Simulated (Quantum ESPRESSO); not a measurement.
# Fe (P6_3/mmc) in Quantum ESPRESSO: equation of state

How stiff is Fe in PBEsol, and what volume does it want? The cell is scaled to several volumes.

All numbers are computed with Quantum ESPRESSO 7.5; they aren't measurements. Logs are shortened: lines on timing, memory, paths and dates and some standing lists are left out, and cuts for length are marked.

**1. The crystal as given**

Symmetry: P6_3/mmc, No. 194, hexagonal system. The conventional cell has a = 2.434 Å, b = 2.434 Å, c = 3.842 Å, α = 90.00°, β = 90.00°, γ = 120.00°. Around Fe (site symmetry -6m2) lie 12 Fe at 2.38 to 2.43 Å.

This isn't the form of Fe at room conditions, which is bcc.

**2. Single point, PBEsol, collinear spin, ferromagnetic start, 9.27 Å³/atom**

Contents of pw.in:

```
&CONTROL
  calculation = 'scf'
  prefix = 'pwscf'
  outdir = './tmp'
  pseudo_dir = './pseudo'
  tstress = .true.
  disk_io = 'nowf'
/
&SYSTEM
  ibrav = 0
  nat = 2
  ntyp = 1
  ecutwfc = 56
  ecutrho = 448
  nbnd = 27
  occupations = 'smearing'
  smearing = 'fd'
  degauss = 0.00367493
  nspin = 2
  starting_magnetization(1) = 0.1875
/
&ELECTRONS
  conv_thr = 4d-10
  electron_maxstep = 120
  mixing_beta = 0.3
/
ATOMIC_SPECIES
Fe    55.8450 fe_pbesol_v1.5.uspp.F.UPF
CELL_PARAMETERS angstrom
   2.3844669570    0.0000000000    0.0000000000
  -1.1922334785    2.0650089592    0.0000000000
   0.0000000000    0.0000000000    3.7635056374
ATOMIC_POSITIONS crystal
Fe     0.6666666667    0.3333333333    0.7500000000
Fe     0.3333333333    0.6666666667    0.2500000000
K_POINTS automatic
12 12 7 0 0 0
```

Potentials or basis: GBRV 1.5 PBEsol.

Run with:

```
OMP_NUM_THREADS=1 mpirun -n 2 pw.x -nk 2 -in pw.in > pw.out
```

pw.out:

```text
This program is part of the open-source Quantum ESPRESSO suite
     for quantum simulation of materials; please cite
         "P. Giannozzi et al., J. Phys.:Condens. Matter 21 395502 (2009);
         "P. Giannozzi et al., J. Phys.:Condens. Matter 29 465901 (2017);
         "P. Giannozzi et al., J. Chem. Phys. 152 154105 (2020);
     in publications or presentations arising from this work. More details at

     Message from routine setup:
     using ibrav=0 with symmetry is DISCOURAGED, use correct ibrav instead

     K-points division:     npool     =       2
     Subspace diagonalization in iterative solution of the eigenvalue problem:
     a serial algorithm will be used

     G-vector sticks info
     --------------------
     sticks:   dense  smooth     PW     G-vecs:    dense   smooth      PW
     Sum         637     313     97                20111     7065    1291

     Using Slab Decomposition

     bravais-lattice index     =            0
     lattice parameter (alat)  =       4.5060  a.u.
     unit-cell volume          =     125.0554 (a.u.)^3
     number of atoms/cell      =            2
     number of atomic types    =            1
     number of electrons       =        32.00
     number of Kohn-Sham states=           27
     kinetic-energy cutoff     =      56.0000  Ry
     charge density cutoff     =     448.0000  Ry
     scf convergence threshold =      4.0E-10
     mixing beta               =       0.3000
     number of iterations used =            8  plain     mixing
     Exchange-correlation= SLA  PW   PSX  PSC
                           (   1   4  10   8   0   0   0)

     celldm(1)=   4.505990  celldm(2)=   0.000000  celldm(3)=   0.000000
     celldm(4)=   0.000000  celldm(5)=   0.000000  celldm(6)=   0.000000

     crystal axes: (cart. coord. in units of alat)
               a(1) = (   1.000000   0.000000   0.000000 )
               a(2) = (  -0.500000   0.866025   0.000000 )
               a(3) = (   0.000000   0.000000   1.578343 )

     reciprocal axes: (cart. coord. in units 2 pi/alat)
               b(1) = (  1.000000  0.577350 -0.000000 )
               b(2) = (  0.000000  1.154701  0.000000 )
               b(3) = (  0.000000 -0.000000  0.633576 )

     PseudoPot. # 1 for Fe read from file:
     fe_pbesol_v1.5.uspp.F.UPF
     Pseudo is Ultrasoft + core correction, Zval = 16.0
     Generated by new atomic code, or converted to UPF format
     Using radial grid of  861 points,  6 beta functions with:
                l(1) =   0
                l(2) =   0
                l(3) =   1
                l(4) =   1
                l(5) =   2
                l(6) =   2
     Q(r) pseudized with  8 coefficients,  rinner =    1.000   1.000   1.000
                                                       1.000   1.000

     atomic species   valence    mass     pseudopotential
     Fe               16.00    55.84500     Fe( 1.00)

     Starting magnetic structure
     atomic species   magnetization
     Fe              0.188

     24 Sym. Ops., with inversion, found (12 have fractional translation)

   Cartesian axes

     site n.     atom                  positions (alat units)
         1        Fe     tau(   1) = (   0.5000000   0.2886751   1.1837569  )
         2        Fe     tau(   2) = (  -0.0000000   0.5773503   0.3945856  )

     number of k points=    76  Fermi-Dirac smearing, width (Ry)=  0.0037
                       cart. coord. in units 2pi/alat
        k(    1) = (   0.0000000   0.0000000   0.0000000), wk =   0.0009921
        k(    2) = (   0.0000000   0.0000000   0.0905109), wk =   0.0019841
        k(    3) = (   0.0000000   0.0000000   0.1810217), wk =   0.0019841
        k(    4) = (   0.0000000   0.0000000   0.2715326), wk =   0.0019841
        k(    5) = (   0.0000000   0.0962250   0.0000000), wk =   0.0059524
        k(    6) = (   0.0000000   0.0962250   0.0905109), wk =   0.0119048
[... 68 lines left out ...]
        k(   75) = (   0.3333333   0.5773503   0.1810217), wk =   0.0039683
        k(   76) = (   0.3333333   0.5773503   0.2715326), wk =   0.0039683

     Dense  grid:    20111 G-vectors     FFT dimensions: (  32,  32,  48)

     Smooth grid:     7065 G-vectors     FFT dimensions: (  24,  24,  36)

     Check: negative core charge=   -0.000048
     Generating pointlists ...
     new r_m :   0.4033 (alat units)  1.8175 (a.u.) for type    1

     Initial potential from superposition of free atoms

     starting charge      30.0000, renormalised to      32.0000
     Starting wfcs are   26 randomized atomic wfcs +    1 random wfcs

     Self-consistent Calculation

     iteration #  1     ecut=    56.00 Ry     beta= 0.30
     Davidson diagonalization with overlap
     ethr =  1.00E-02,  avg # of iterations =  4.7

     total energy              =    -499.52579682 Ry
     estimated scf accuracy    <       4.58755553 Ry

     total magnetization       =     1.87 Bohr mag/cell
     absolute magnetization    =     1.96 Bohr mag/cell

     iteration #  2     ecut=    56.00 Ry     beta= 0.30
     Davidson diagonalization with overlap
     ethr =  1.00E-02,  avg # of iterations =  2.0

     total energy              =    -500.32169588 Ry
     estimated scf accuracy    <       0.03563197 Ry

     total magnetization       =     3.34 Bohr mag/cell
     absolute magnetization    =     3.38 Bohr mag/cell

     iteration #  3     ecut=    56.00 Ry     beta= 0.30
     Davidson diagonalization with overlap
     ethr =  1.11E-04,  avg # of iterations =  2.5

     total energy              =    -500.34202609 Ry
     estimated scf accuracy    <       0.03030283 Ry

     total magnetization       =     2.87 Bohr mag/cell
     absolute magnetization    =     2.93 Bohr mag/cell

     iteration #  4     ecut=    56.00 Ry     beta= 0.30
     Davidson diagonalization with overlap
     ethr =  9.47E-05,  avg # of iterations =  1.1

     total energy              =    -500.33912349 Ry
     estimated scf accuracy    <       0.02396646 Ry

     total magnetization       =     2.07 Bohr mag/cell
     absolute magnetization    =     2.19 Bohr mag/cell

     iteration #  5     ecut=    56.00 Ry     beta= 0.30
     Davidson diagonalization with overlap
     ethr =  7.49E-05,  avg # of iterations =  1.5

     total energy              =    -500.38793799 Ry
     estimated scf accuracy    <       0.00576835 Ry

     total magnetization       =     0.36 Bohr mag/cell
     absolute magnetization    =     0.49 Bohr mag/cell

     iteration #  6     ecut=    56.00 Ry     beta= 0.30
     Davidson diagonalization with overlap
     ethr =  1.80E-05,  avg # of iterations =  1.2

     total energy              =    -500.38738088 Ry
     estimated scf accuracy    <       0.00265693 Ry

     total magnetization       =     0.09 Bohr mag/cell
     absolute magnetization    =     0.20 Bohr mag/cell

     iteration #  7     ecut=    56.00 Ry     beta= 0.30
     Davidson diagonalization with overlap
     ethr =  8.30E-06,  avg # of iterations =  1.9

     total energy              =    -500.38937671 Ry
     estimated scf accuracy    <       0.00172014 Ry

     total magnetization       =     0.30 Bohr mag/cell
     absolute magnetization    =     0.37 Bohr mag/cell

     iteration #  8     ecut=    56.00 Ry     beta= 0.30
     Davidson diagonalization with overlap
     ethr =  5.38E-06,  avg # of iterations =  1.3

     total energy              =    -500.38689141 Ry
     estimated scf accuracy    <       0.00032540 Ry

     total magnetization       =     0.14 Bohr mag/cell
     absolute magnetization    =     0.19 Bohr mag/cell

     iteration #  9     ecut=    56.00 Ry     beta= 0.30
     Davidson diagonalization with overlap
     ethr =  1.02E-06,  avg # of iterations =  2.4

     total energy              =    -500.39005886 Ry
     estimated scf accuracy    <       0.00062062 Ry

     total magnetization       =    -0.20 Bohr mag/cell
     absolute magnetization    =     0.22 Bohr mag/cell

     iteration # 10     ecut=    56.00 Ry     beta= 0.30
     Davidson diagonalization with overlap
     ethr =  1.02E-06,  avg # of iterations =  1.3

     total energy              =    -500.39022737 Ry
     estimated scf accuracy    <       0.00012025 Ry

     total magnetization       =    -0.10 Bohr mag/cell
     absolute magnetization    =     0.10 Bohr mag/cell

     iteration # 11     ecut=    56.00 Ry     beta= 0.30
     Davidson diagonalization with overlap
     ethr =  3.76E-07,  avg # of iterations =  1.7

     total energy              =    -500.39041737 Ry
     estimated scf accuracy    <       0.00000129 Ry

     total magnetization       =     0.00 Bohr mag/cell
     absolute magnetization    =     0.00 Bohr mag/cell

     iteration # 12     ecut=    56.00 Ry     beta= 0.30
     Davidson diagonalization with overlap
     ethr =  4.02E-09,  avg # of iterations =  2.3

     total energy              =    -500.39042704 Ry
     estimated scf accuracy    <       0.00000668 Ry

     total magnetization       =     0.02 Bohr mag/cell
     absolute magnetization    =     0.02 Bohr mag/cell

     iteration # 13     ecut=    56.00 Ry     beta= 0.30
     Davidson diagonalization with overlap
     ethr =  4.02E-09,  avg # of iterations =  1.5

     total energy              =    -500.39042637 Ry
     estimated scf accuracy    <       0.00000244 Ry

     total magnetization       =     0.01 Bohr mag/cell
     absolute magnetization    =     0.01 Bohr mag/cell

     iteration # 14     ecut=    56.00 Ry     beta= 0.30
     Davidson diagonalization with overlap
     ethr =  4.02E-09,  avg # of iterations =  1.5

     total energy              =    -500.39043036 Ry
     estimated scf accuracy    <          6.9E-09 Ry

     total magnetization       =    -0.00 Bohr mag/cell
     absolute magnetization    =     0.00 Bohr mag/cell

     iteration # 15     ecut=    56.00 Ry     beta= 0.30
     Davidson diagonalization with overlap
     ethr =  2.17E-11,  avg # of iterations =  1.8

     total energy              =    -500.39043036 Ry
     estimated scf accuracy    <          3.5E-09 Ry

     total magnetization       =    -0.00 Bohr mag/cell
     absolute magnetization    =     0.00 Bohr mag/cell

     iteration # 16     ecut=    56.00 Ry     beta= 0.30
     Davidson diagonalization with overlap
     ethr =  1.08E-11,  avg # of iterations =  1.6

     total energy              =    -500.39043036 Ry
     estimated scf accuracy    <          4.5E-10 Ry

     total magnetization       =    -0.00 Bohr mag/cell
     absolute magnetization    =     0.00 Bohr mag/cell

     iteration # 17     ecut=    56.00 Ry     beta= 0.30
     Davidson diagonalization with overlap
     ethr =  1.41E-12,  avg # of iterations =  1.7

     Magnetic moment per site  (integrated on atomic sphere of radius R)
     atom   1 (R=0.403)  charge= 14.3272  magn= -0.0000
     atom   2 (R=0.403)  charge= 14.3272  magn= -0.0000

     End of self-consistent calculation

     Number of k-points >= 100: set verbosity='high' to print the bands.

     the Fermi energy is    23.0614 ev

!    total energy              =    -500.39043036 Ry
     estimated scf accuracy    <          2.7E-11 Ry
     smearing contrib. (-TS)   =      -0.00130928 Ry
     internal energy E=F+TS    =    -500.38912109 Ry

     The total energy is F=E-TS. E is the sum of the following terms:
     one-electron contribution =    -188.28440290 Ry
     hartree contribution      =     118.30291303 Ry
     xc contribution           =     -57.90695488 Ry
     ewald contribution        =    -372.50067633 Ry

     total magnetization       =    -0.00 Bohr mag/cell
     absolute magnetization    =     0.00 Bohr mag/cell

     convergence has been achieved in  17 iterations

     Computing stress (Cartesian axis) and pressure

          total   stress  (Ry/bohr**3)                   (kbar)     P=      208.93
   0.00135326  -0.00000000   0.00000000          199.07       -0.00        0.00
  -0.00000000   0.00135326   0.00000000           -0.00      199.07        0.00
   0.00000000   0.00000000   0.00155424            0.00        0.00      228.64

=------------------------------------------------------------------------------=
   JOB DONE.
=------------------------------------------------------------------------------=
```

It took 46 s on 2 MPI ranks of Intel Xeon Platinum 8488C (Sapphire Rapids), shared host; peak memory 0.24 GiB.

What came out:

| Quantity | Value |
| --- | --- |
| Free energy | -6808.1586 eV |
| Pressure | 20.9 GPa |
| Band gap on the k mesh | none (metal or under the smearing width) |
| Net moment | 0.00 μB per cell |
| Absolute moment | 0.00 μB per cell |
| Valence electrons inside the program's atomic spheres | Fe 14.33 |

Caveat: the starting moments collapsed, and a magnetic state may lie lower.

[end of part 1 of 2]
